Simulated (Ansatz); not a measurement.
Zincblende AlN was relaxed with 5 functionals in the PAW code Ansatz, cell and atoms free, the symmetry of the start kept (meshes: PBE 10×10×10, r2SCAN 10×10×10, PBEsol 10×10×10, LDA 10×10×10, HSE06 6×6×6). Calculated for a static, non-magnetic cell.

The LDA result:
```
Al N
1.0
     0.00000    2.17115    2.17115
     2.17115    0.00000    2.17115
     2.17115    2.17115    0.00000
Al N
1 1
Direct
  0.00000 0.00000 0.00000
  0.25000 0.25000 0.25000
```

The symmetry is F-43m (No. 216, cubic); conventional cell a = 4.342 Å, 10.23 Å³ an atom. Al has 4 N at 1.88 Å; N has 4 Al at 1.88 Å.

Question: What lattice does PBEsol give?

Answer: a = 4.378 Å; the volume differs by +2.5 % from LDA's. Around Al lie 4 N at 1.90 Å; around N lie 4 Al at 1.90 Å.

Question: What lattice does HSE06 give?

Answer: a = 4.365 Å; the volume differs by +1.6 % from LDA's. Al is surrounded by 4 N at 1.89 Å; N is surrounded by 4 Al at 1.89 Å.

Question: Held at the r2SCAN cell, what mean stress do LDA and PBE find, and does its sign point to their own minimum?

Answer: Yes. LDA -3.83 GPa, and its relaxed volume is -1.9 % from r2SCAN's; PBE +4.61 GPa, and its relaxed volume is +2.3 % from r2SCAN's. Compression counts positive, so a positive stress asks for a larger cell.
